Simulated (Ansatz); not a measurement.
Ge:

```
Ge
1.0
     1.48805   -2.59469    0.00000
     1.48805    2.59469    0.00000
     0.00000    0.00000    4.72760
Ge
2
Direct
  0.33345 0.66655 0.25000
  0.66655 0.33345 0.75000
```

This isn't the form of Ge at room conditions, which is diamond.

Base run:

- Program: Ansatz 0.2.0
- Functional: PBE
- Potentials or basis: Ansatz PAW
- Cutoff: 420 eV (not typed: the program's choice for these potentials)
- k mesh: 10 × 10 × 6
- Occupations: fermi-dirac, width 0.05 eV
- Spin: no spin polarisation

Its results: band gap on the k mesh none (metal or under the smearing width); pressure 4.3 GPa.

Q: After a change of settings the same cell gave: band gap on the k mesh none (metal or under the smearing width); pressure 5.5 GPa. Which change was it?
A. functional from PBE to PBEsol
B. k mesh from 10 × 10 × 6 to 7 × 7 × 5; spin from no spin polarisation to spin-orbit coupling, no magnetisation; potential files from those of the base run to others of the same set
C. functional from PBE to revPBE
D. occupations from fermi-dirac, width 0.05 eV to gaussian, width 0.011 eV

A: C.

revPBE binds less tightly than PBE, so the same cell stands under more pressure.

Caveats: the PAW data sets come from PBE, with cores solved anew for the run's functional, which leaves a small shift of forces and pressure (some runs).
